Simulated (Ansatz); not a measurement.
The system is Si3N4.

```
Si N
1.0
     4.13078    0.00000    0.00000
     0.00000    4.13078    0.00000
     0.00000    0.00000    4.13078
Si N
3 4
Direct
  0.00000 0.00000 0.50000
  0.50000 0.00000 0.00000
  0.00000 0.50000 0.00000
  0.23952 0.23952 0.76048
  0.76048 0.76048 0.76048
  0.23952 0.76048 0.23952
  0.76048 0.23952 0.23952
```

The cell was built by a generator and needn't be a form met in nature.

Base run:

```yaml
Program: Ansatz 0.2.0
Functional: LDA
Potentials_or_basis: Ansatz PAW
Cutoff: "420 eV (not typed: the program's choice for these potentials)"
k_mesh: 7 × 7 × 7
Occupations: fermi-dirac, width 0.05 eV
Spin: no spin polarisation
```

Its results: band gap on the k mesh 2.63 eV, indirect (least direct gap 2.82 eV); pressure -9.3 GPa; largest force 0.308 eV/Å.

Question: The run is repeated on the same cell with these changes: functional from LDA to r2SCAN; cutoff from 420 eV (not typed: the program's choice for these potentials) to 500 eV (not typed: the program's choice for these potentials). What comes out?

Answer: Band gap on the k mesh 3.29 eV, indirect (least direct gap 3.47 eV); pressure -5.8 GPa; largest force 0.293 eV/Å.

r2SCAN gives the wider gap, since meta-GGAs in the generalised Kohn-Sham scheme recover part of the derivative discontinuity.

Caveats: the PAW data sets come from PBE, with cores solved anew for the run's functional, which leaves a small shift of forces and pressure.
